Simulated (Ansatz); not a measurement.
input.yaml

```yaml
crystal:
  lattice:
    - [3.98, 0.0, 0.0]
    - [0.0, 3.98, 0.0]
    - [0.0, 0.0, 3.98]
  atoms:
    - { symbol: Cu, position: [0.0, 0.0, 0.0] }
    - { symbol: Au, position: [0.0, 0.5, 0.5] }
    - { symbol: Au, position: [0.5, 0.0, 0.5] }
    - { symbol: Au, position: [0.5, 0.5, 0.0] }
basis:
  ecutwfc: 420
kpoints:
  mp_grid: { grid: [10, 10, 10] }
hamiltonian:
  xc: pbesol
scf:
  occupations: { method: gaussian, width: 0.1 }
output:
  forces: true
  stress: true
  eigenvalues: true
  populations: true
```

Run as
```bash
ansatz run input.yaml --threads 1 --pin off --max-ram 2560MiB --backend cpu --events-out ev --progress --plain --runs-dir out
```

All numbers below come from Ansatz 0.2.0, DFT PBEsol, scalar-relativistic, plane waves, PAW.

Part of what the program printed, abridged:

```
Pseudopotentials: kind: paw
Pseudopotential: Cu, paw, valence charge 19, recommended cutoff 420 eV (normal)
Pseudopotential: Au, paw, valence charge 19, recommended cutoff 420 eV (normal)
Functional definition: PBEsol
Crystal: 4 atoms, lattice volume = 63.045 Å³
Basis set: ecut = 420 eV, 1237 PW (Γ), exchange–correlation on 54×54×54 points (8 copies of the dense FFT grid, shifted against one another)
Bands: 46, of which v1, the nominal top of the filled ones, is band 38 counted from 1 (37 counted from 0)
Symmetry: 48 space group operations
Space group: Pm-3m (ITA 221), of the structure as read, at distance tolerance 4.0e-5 Å
k-points: 56 of 1000
Initial density: superposition of atomic densities (neutral atoms: chi_scale 0, normalization atom), corrected by the library's trained network
Initial wavefunctions: pseudopotential atomic-orbital guess
Functional: x = pbesol(κ = 0.804, μ = 0.12345679), c = pbesol(β = 0.046)
SCF iter   1: F=—  HF=-45610.172682 eV  |F-HF|=—  |Δ(HF+E_count)|=         —  Δρ=1.08e-2  dr2=4.91e-2  ethr=1.77e-3  ⟨swp⟩=5.9  Hψ=8535  notcnv=0  defer=49
SCF iter   2: F=—  HF=-45610.163465 eV  |F-HF|=—  |Δ(HF+E_count)|=   9.22e-3  Δρ=3.28e-3  dr2=6.55e-3  ethr=6.47e-5  ⟨swp⟩=2.6  Hψ=4842  notcnv=0  defer=73
SCF iter   3: F=—  HF=-45610.161737 eV  |F-HF|=—  |Δ(HF+E_count)|=   1.73e-3  Δρ=1.71e-3  dr2=1.40e-3  ethr=8.62e-6  ⟨swp⟩=2.7  Hψ=3765  notcnv=0  defer=73
SCF iter   4: F=—  HF=-45610.161383 eV  |F-HF|=—  |Δ(HF+E_count)|=   3.54e-4  Δρ=3.19e-4  dr2=3.81e-5  ethr=1.85e-6  ⟨swp⟩=2.0  Hψ=3372  notcnv=0  defer=73
SCF iter   5: F=—  HF=-45610.161396 eV  |F-HF|=—  |Δ(HF+E_count)|=   1.29e-5  Δρ=9.77e-5  dr2=4.25e-6  ethr=5.01e-8  ⟨swp⟩=2.0  Hψ=4537  notcnv=0  defer=73
SCF iter   6: F=—  HF=-45610.161396 eV  |F-HF|=—  |Δ(HF+E_count)|=   5.54e-7  Δρ=3.11e-5  dr2=7.23e-7  ethr=5.59e-9  ⟨swp⟩=2.0  Hψ=4319  notcnv=0  defer=73
SCF iter   7: F=-45610.161396 eV  HF=-45610.161396 eV  |F-HF|=2.47e-8  |Δ(HF+E_count)|=   4.03e-8  Δρ=7.84e-6  dr2=3.62e-8  ethr=1.32e-10  ⟨swp⟩=7.4  Hψ=12583  notcnv=0
SCF 1 converged in 7 iterations: F = -45610.161396 eV  dr2 = 3.62e-8
SCF converged after 7 iterations
Free energy (F): -45610.161396 eV
Harris-Foulkes:  -45610.161396 eV  (|F-HF|=2.47e-8)
Internal energy: -45610.153100 eV  (E = F + TS)
E sigma→0 (E₀):  -45610.157248 eV
Entropy (-TS):   -0.008295 eV (-2.074 meV/atom)
Fermi energy:    19.789708 eV
--- Per-component energies (eV) ---
  E_band       = -972.937144
  E_kinetic    = 2113.806478
  E_local      = -9335.430644  (includes V_loc(G=0)·N_el)
  E_nonlocal   = 630.450473
  E_hartree    = 4054.320883
  E_xc         = -768.556802
  E_vxc        = -938.948711  (∫ρ·V_xc dr)
  E_paw        = -30329.319718  (= ΣΔE_a)
  E_vpaw       = -1551.461248  (= ΣTr[D̂ρ^β])
  E_aug_tail   = 0.004519  (compensation charges beyond the density's cutoff)
  E_ewald      = -11976.562927
  E_core_change = 1.134639  (= ΣΔE_core)
  E_smearing   = -0.008295  (= −TS)
--- Forces (eV/Å), atoms counted from 1 ---
  atom   1  Cu     0.00000000     0.00000000     0.00000000
  atom   2  Au     0.00000000     0.00000000     0.00000000
  atom   3  Au     0.00000000     0.00000000     0.00000000
  atom   4  Au     0.00000000     0.00000000     0.00000000
--- Stress (GPa, compression-positive) ---
       -0.733973       0.000000       0.000000
        0.000000      -0.733973       0.000000
        0.000000       0.000000      -0.733973
  P = ⅓ Tr σ = -0.7340 GPa (-7.340 kbar)
--- Band table (eV; the first three rows and the last of 56) ---
  k-point 0: bands = ["-91.9135", "-85.9435", "-85.9258", "-85.9258", "-49.4589", "-49.4589", "-49.4589", "-37.4409", "-37.4409", "-37.4409", "-37.3030", "-37.3030", "-37.3030", "-37.2404", "-37.2404", "-37.2404", "9.7895", "12.2727", "13.1076", "13.1076", "13.1076", "13.2189", "13.2189", "15.6655", "15.6655", "15.6655", "16.9415", "16.9415", "17.9008", "18.1618", "18.1618", "18.2771", "18.2771", "18.2771", "18.3673", "18.3673", "18.3673", "20.7442", "20.7442", "20.7442", "25.7530", "25.7530", "26.5577", "29.5125", "29.5125", "29.5125"]
  k-point 1: bands = ["-91.9135", "-85.9431", "-85.9262", "-85.9258", "-49.4589", "-49.4589", "-49.4589", "-37.4382", "-37.4382", "-37.4363", "-37.3037", "-37.3037", "-37.3032", "-37.2454", "-37.2424", "-37.2424", "9.9083", "12.3446", "13.1401", "13.1698", "13.1698", "13.2380", "13.3084", "15.6162", "15.6797", "15.6797", "16.8613", "16.9567", "17.8155", "17.9092", "17.9092", "18.1126", "18.1372", "18.2766", "18.2766", "18.2773", "18.3674", "20.0176", "21.2169", "21.2169", "25.7233", "25.9861", "27.0740", "29.5281", "29.5281", "29.5394"]
  k-point 2: bands = ["-91.9135", "-85.9420", "-85.9273", "-85.9258", "-49.4589", "-49.4589", "-49.4589", "-37.4308", "-37.4308", "-37.4227", "-37.3060", "-37.3060", "-37.3035", "-37.2601", "-37.2477", "-37.2477", "10.2565", "12.5463", "13.2317", "13.2810", "13.3546", "13.3546", "13.5660", "15.4814", "15.7068", "15.7068", "16.6285", "16.9951", "17.1879", "17.1879", "17.5619", "17.9645", "18.0776", "18.0792", "18.0792", "18.2778", "18.3676", "18.6249", "22.2171", "22.2171", "25.6424", "25.7222", "28.8760", "29.1995", "29.1995", "29.6529"]
  k-point 55: bands = ["-91.9134", "-85.9317", "-85.9317", "-85.9317", "-49.4590", "-49.4590", "-49.4590", "-37.5205", "-37.4015", "-37.4015", "-37.4015", "-37.2681", "-37.2681", "-37.2340", "-37.2340", "-37.2340", "12.5063", "12.5586", "12.5586", "12.5586", "14.7960", "14.7960", "14.7960", "15.6133", "15.6133", "15.6133", "16.1541", "16.1541", "17.9239", "17.9239", "17.9239", "18.1677", "18.1677", "18.1677", "18.2082", "18.2082", "18.6269", "18.6826", "18.6826", "18.6826", "22.8151", "22.8151", "22.8151", "23.9631", "34.4291", "34.8036"]
--- Löwdin populations: 4 sites ---
  site symbol q [e]
     0     Cu     18.8075
     1     Au     18.8314
     2     Au     18.8314
     3     Au     18.8314
  spilling = 0.009190 (of n_electrons = 76.000000)
```

Self-consistency was reached.

The run took 10 s on 1 thread of Arm Neoverse V2 (shared host), peak memory 0.4 GiB.

Spin–orbit coupling is left out, which can shift energies with elements as heavy as these.